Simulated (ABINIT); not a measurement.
A run of ABINIT 10.8.3 (patched build) is set up as follows.

run.py

```python
import json, os
import numpy as np
from ase.units import GPa
from ase.calculators.abinit import Abinit, AbinitProfile
from ase.io import read

atoms = read('CdS.xyz')

profile = AbinitProfile(command='abinit', pp_paths=[os.path.abspath('pseudos')])
params = dict(
    pps='pawxml', xc='PBE',
    chksymtnons=0,
    tolsym=1e-06,
    ecut=598.6505,
    pawecutdg=1197.301,
    pawxcdev=0,
    pawovlp=30,
    kptopt=1,
    ngkpt=[8, 7, 9],
    nshiftk=1,
    shiftk=[0.0, 0.0, 0.0],
    ixc=11,
    nband=13,
    occopt=3,
    tsmear=0.05,
    nstep=100,
    tolvrs=1e-09,
    prtwf=0,
    prtden=0,
)

atoms.calc = Abinit(profile=profile, directory='run', **params)
energy = atoms.get_potential_energy()
forces = atoms.get_forces()
stress = atoms.get_stress()
print(f'energy {energy:.6f} eV')
print('forces (eV/A)')
print(np.round(forces, 5))
print('stress (GPa, Voigt, tension positive)', np.round(stress / GPa, 4))
json.dump(dict(energy=energy, forces=forces.tolist(), stress=stress.tolist(), cell=atoms.cell.tolist(), frac=atoms.get_scaled_positions(wrap=False).tolist()), open('results.json', 'w'))
```

The input CdS.xyz:

```xyz
2
Lattice="0.1724927500 3.2023413100 2.7851586700 3.3277961600 -0.3185737700 3.2762251900 2.6669097000 3.0325213700 0.3423126900" Properties=species:S:1:pos:R:3 pbc="T T T"
Cd     0.1952713955      0.1757605547      0.1593350685
S      4.4301275620      4.2614561278      4.6434373440
```

Potentials or basis: JTH PAW PBE v2.0.

Run with:

```bash
$ python run.py
```

(1) Estimate the band gap on the k mesh.

(2) Estimate the largest force.

(3) What does it give for the pressure?

Answers

(1) 0.13 eV, indirect (least direct gap 0.21 eV).

(2) 4.968 eV/Å.

(3) 12.3 GPa.

Caveat: an odd mesh through Γ misses points on the zone boundary, where band edges often lie; forces of over 1 eV/Å show positions far from the minimum, so gaps and moduli don't describe the material at rest; the atomic spheres overlap.
